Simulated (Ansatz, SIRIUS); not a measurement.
Ir: equilibrium volume by level of theory

```yaml
crystal:
  lattice:
    - [0.00000, 1.91560, 1.91560]
    - [1.91560, 0.00000, 1.91560]
    - [1.91560, 1.91560, 0.00000]
  atoms:
    - { symbol: Ir, position: [0.00000, 0.00000, 0.00000] }
```

```csv
rung,level,program and potentials,cutoff (eV),k mesh,smearing,task,core time,chip,equilibrium volume (Å³/atom),miss,notes
LDA,LDA,"Ansatz, Ansatz PAW",420,12 × 12 × 12,fermi-dirac 0.05,relaxation of cell and atoms,4 s,Arm Neoverse V2,13.82,-2.3 %,"potentials made for PBE, which Ansatz adapts in part"
GGA,revPBE,"Ansatz, Ansatz PAW",420,12 × 12 × 12,fermi-dirac 0.05,relaxation of cell and atoms,4.8 s,Arm Neoverse V2,(a),?,"potentials made for PBE, which Ansatz adapts in part"
GGA,RPBE,"Ansatz, Ansatz PAW",420,12 × 12 × 12,fermi-dirac 0.05,relaxation of cell and atoms,4.9 s,Arm Neoverse V2,14.66,+3.6 %,"potentials made for PBE, which Ansatz adapts in part"
GGA,BLYP,"Ansatz, Ansatz PAW",420,12 × 12 × 12,fermi-dirac 0.05,relaxation of cell and atoms,5.2 s,Arm Neoverse V2,15.22,+7.6 %,"potentials made for PBE, which Ansatz adapts in part"
GGA,PBE,"Ansatz, Ansatz PAW",420,12 × 12 × 12,fermi-dirac 0.05,equation of state,8.3 s,Arm Neoverse V1,14.48,+2.3 %,-
meta-GGA,r2SCAN,"Ansatz, Ansatz PAW",500,12 × 12 × 12,fermi-dirac 0.05,equation of state,18 s,Arm Neoverse V1,14.19,+0.3 %,"potentials made for PBE, which Ansatz adapts in part"
GGA,AM05,"SIRIUS, all-electron FP-LAPW, apw+lo standard",-,12 × 12 × 12,fermi-dirac 0.05,equation of state,6.2 min,Intel Xeon Platinum 8259CL Skylake/Cascade Lake,13.92,-1.6 %,-
```

Times are single runs on shared hosts and different chips, so they are rough; meshes, cutoffs and the tasks' sizes weigh on the time. All rows: no spin polarisation. Smearing widths are in eV. For a metal such meshes aren't converged. Meshes are those of the run's cell of 1 atom unless a note names another. Relaxations start from the cell shown or near it and stop with a little pressure left. The cell shown, of 14.06 Å³ an atom, is the runs' start and not the measured value. Misses use the values as printed. Runs on faulty files, with rough fits or with known faults for this quantity aren't shown. No row holds spin-orbit coupling.

Measured: 14.15 Å³/atom at 299.15 K (a printed reference work). The runs are for a static lattice.

Q: Estimate the value left out from the other rows.

A: (a) 14.61 Å³/atom, miss +3.3 %.
